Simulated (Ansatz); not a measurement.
Si under changes of volume

One of the cells (14.950 Å³/atom); the others are scaled copies at fixed shape and fractional positions:

```xyz
2
Lattice="-2.3714 2.3714 1.3293 2.3714 -2.3714 1.3293 2.3714 2.3714 -1.3293" Properties=species:S:1:pos:R:3 pbc="T T T"
Si    0.0000    0.0000    1.3293
Si    2.3714    0.0000    0.6646
```

This isn't the form of Si at room conditions, which is diamond.

| Item | Value |
| --- | --- |
| Program | Ansatz 0.2.0 |
| Functional | LDA |
| Potentials or basis | Ansatz PAW |
| Cutoff | 420 eV (not typed: the program's choice for these potentials) |
| k mesh | 11 × 11 × 11 |
| Occupations | fermi-dirac, width 0.05 eV |
| Spin | no spin polarisation |

| volume (Å³/atom) | energy over the lowest point (meV/atom) | pressure (GPa) |
| --- | --- | --- |
| 14.053 | 16.42 | 7.2 |
| 14.352 | 5.85 | 4.2 |
| 14.651 | 0.56 | 1.5 |
| 14.950 | 0.00 | -0.9 |
| 15.249 | ? | ? |
| 15.548 | 11.07 | -4.9 |
| 15.847 | 21.81 | -6.6 |

Question: What does the run at 15.249 Å³/atom give?

Answer: Energy over the lowest point 3.66 meV/atom; pressure -3.0 GPa.

Worked out: A Birch-Murnaghan fit of order 3 (a polynomial in V^(-2/3)) to the other rows has its minimum at 14.84 Å³/atom with B0 = V·E''(V) = 117 GPa and B' = 4.7 at fixed shape and positions, which overstates the stiffness. It gives 3.66 meV/atom at 15.249 Å³/atom, against the run's 3.66, and -dE/dV = -3.0 GPa, against -3.0.

Energies are extrapolated to zero smearing.

Caveats: the PAW data sets come from PBE, with cores solved anew for the run's functional, which leaves a small shift of forces and pressure.
